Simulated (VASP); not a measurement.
Write the native input for VASP 6.6.1 that does the following.

* Task: G0W0 low-scaling quasiparticle levels
* Functional: PBE
* Potentials or basis: VASP PAW PBE potentials, release 64 (As_GW, B_GW)
* Cutoff: 500 eV
* k mesh: 4 × 4 × 4
* Occupations: gaussian, width 0.01 eV
* Spin: no spin polarisation
* Cutoff of the response function: 200
* Frequency points: 12
* Empty bands: 175
* GW scheme: G0W0 low-scaling
* GW iterations: 1
* Further INCAR settings: ALGO = EVGW0R; EDIFF = 1e-08; NBANDS = 179

The system is BAs.

```
CELL_PARAMETERS angstrom
0.00000 2.38850 2.38850
2.38850 0.00000 2.38850
2.38850 2.38850 0.00000
ATOMIC_POSITIONS crystal
As 0.75000 0.75000 0.75000
B 0.00000 0.00000 0.00000
```

These files were run (other wordings do the same):

POSCAR

```
BAs
1.0
    0.0000000000      2.3885000000      2.3885000000
    2.3885000000      0.0000000000      2.3885000000
    2.3885000000      2.3885000000      0.0000000000
As B
1 1
Direct
    0.7500000000      0.7500000000      0.7500000000
    0.0000000000      0.0000000000      0.0000000000
```

INCAR.step1

```
SYSTEM = BAs
ALGO     = Normal         ! electronic algorithm
EDIFF    = 1E-8           ! SCF threshold, eV
ENCUT    = 500            ! plane-wave cutoff, eV
GGA      = PE             ! functional
ISMEAR   = 0              ! smearing method
LASPH    = .TRUE.         ! aspherical terms in the spheres
LCHARG   = .FALSE.        ! write CHGCAR
LREAL    = .FALSE.        ! projectors in reciprocal space
LWAVE    = .TRUE.         ! write WAVECAR
NELM     = 80             ! most SCF steps
PREC     = Accurate       ! precision mode
SIGMA    = 0.01           ! smearing width, eV
```

INCAR.step2

```
SYSTEM = BAs
ALGO     = Exact          ! electronic algorithm
EDIFF    = 1E-8           ! SCF threshold, eV
ENCUT    = 500            ! plane-wave cutoff, eV
GGA      = PE             ! functional
ISMEAR   = 0              ! smearing method
ISTART   = 1            
LASPH    = .TRUE.         ! aspherical terms in the spheres
LCHARG   = .FALSE.        ! write CHGCAR
LOPTICS  = .TRUE.         ! frequency-dependent dielectric function
LREAL    = .FALSE.        ! projectors in reciprocal space
LWAVE    = .TRUE.         ! write WAVECAR
NBANDS   = 179            ! bands
NELM     = 1              ! most SCF steps
PREC     = Accurate       ! precision mode
SIGMA    = 0.01           ! smearing width, eV
```

INCAR.step3

```
SYSTEM = BAs
ALGO     = EVGW0R         ! electronic algorithm
EDIFF    = 1E-8           ! SCF threshold, eV
ENCUT    = 500            ! plane-wave cutoff, eV
ENCUTGW  = 200            ! cutoff of the response function
GGA      = PE             ! functional
ISMEAR   = 0              ! smearing method
ISTART   = 1            
LASPH    = .TRUE.         ! aspherical terms in the spheres
LCHARG   = .FALSE.        ! write CHGCAR
LREAL    = .FALSE.        ! projectors in reciprocal space
LWAVE    = .FALSE.        ! write WAVECAR
NBANDS   = 179            ! bands
NBANDSGW = 12           
NELMGW   = 1            
NOMEGA   = 12             ! frequency points
PREC     = Accurate       ! precision mode
PRECFOCK = Fast         
SIGMA    = 0.01           ! smearing width, eV
```

KPOINTS

```
k-points
0
G
  4 4 4
  0 0 0
```

Potentials or basis: VASP PAW PBE potentials, release 64 (As_GW, B_GW).

Launch:

```sh
$ cat potpaw_PBE.64/As_GW/POTCAR potpaw_PBE.64/B_GW/POTCAR > POTCAR
$ cp INCAR.step1 INCAR
$ mpirun -np 1 vasp_std > vasp.out
$ cp INCAR.step2 INCAR
$ mpirun -np 1 vasp_std > vasp.out
$ cp INCAR.step3 INCAR
$ mpirun -np 1 vasp_std > vasp.out
```

It gave:

```json
{
  "Band gap on the k mesh, mean-field level": "1.41 eV, indirect (least direct gap 3.26 eV)",
  "Quasiparticle gap": "1.89 eV",
  "Least direct quasiparticle gap": "4.06 eV",
  "RPA correlation energy": "-6.116 eV/atom",
  "RPA correlation energy per cell": "-12.232 eV"
}
```

Caveat: the k mesh is coarse (spacing up to 0.57 Å⁻¹), so the values aren't converged; bands, screening cutoff and mesh are small and nothing is extrapolated, so the quasiparticle values aren't converged.

Wall time 15 min on 1 thread of Intel(R) Xeon(R) 6975P-C (Granite Rapids), on a shared host, peak memory 5.2 GiB.
